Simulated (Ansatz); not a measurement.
Consider the ligand exchange at a B–S bond: `CBS` + `CC(=O)O` → `CBOC(C)=O` + H₂S.

Gas-phase electronic energies from Ansatz, PBE0-D4/def2-TZVP geometries. CCSD(T)/CBS adds triple-zeta CCSD(T) − MP2 to the extrapolated MP2 energy (def2 sets, frozen cores). This one scheme is used for every species. Each species was taken in one conformer, which may not be the lowest.

`CBS`:

```xyz
8

C     0.054    0.691    0.856
B    -0.014   -0.069   -0.502
S    -0.108   -1.849   -0.514
H    -0.780    1.400    0.921
H     0.960    1.308    0.885
H     0.039    0.058    1.744
H    -0.005    0.508   -1.549
H    -0.145   -2.046   -1.842
```

`CC(=O)O`:

Z-matrix (Å, degrees):
```
C
C 1 1.495
H 1 1.092 2 109.8
H 1 1.092 2 109.8 3 117.7
H 1 1.087 2 109.6 3 -121.2
O 2 1.200 1 126.0 3 121.1
O 2 1.346 1 111.6 3 -58.9
H 7 0.968 2 106.4 1 180.0
```

`CBOC(C)=O`:

Z-matrix (Å, degrees):
```
C
B 1 1.553
H 1 1.095 2 110.5
H 1 1.097 2 109.0 3 114.9
H 1 1.091 2 114.1 3 -123.5
O 2 1.376 1 118.3 3 124.8
H 2 1.196 1 123.2 3 -53.4
C 6 1.369 2 122.6 1 171.2
C 8 1.494 6 111.1 2 153.0
O 8 1.193 6 122.8 2 -29.0
H 9 1.092 8 109.7 6 -60.6
H 9 1.087 8 110.0 6 178.0
H 9 1.092 8 109.5 6 56.6
```

H₂S:

Cartesian coordinates in Å:
```
S 0.351 -0.285 -0.424
H -0.933 0.099 -0.387
H 0.582 0.185 0.811
```

```
    species  CCSD(T)/CBS(def2) energy (Eh)
      `CBS`                     -463.66090
  `CC(=O)O`                     -228.87529
`CBOC(C)=O`                     -293.56968
        H₂S                     -398.97279
```

**Question.** Work out ΔE.

**Answer.** ΔE = (-293.56968) + (-398.97279) − (-463.66090) − (-228.87529) = -0.00628 Eh = -0.17 eV.

Largest T1 diagnostic among the species: 0.015.

Leaving LDA and LC-ωPBE aside and taking each functional with its dispersion term where it has one, the values, not all of them listed here, spread over 0.20 eV, from CAM-B3LYP-D4 to revPBE-D4. LDA lies −0.04 eV from PBE without D4. At CCSD(T), def2-SVP lies −0.04 eV from the extrapolated value and def2-TZVPP −0.01 eV. From BLYP to BHLYP (50 % exact exchange), in def2-TZVPP and without D4, ΔE moves by −0.08 eV.
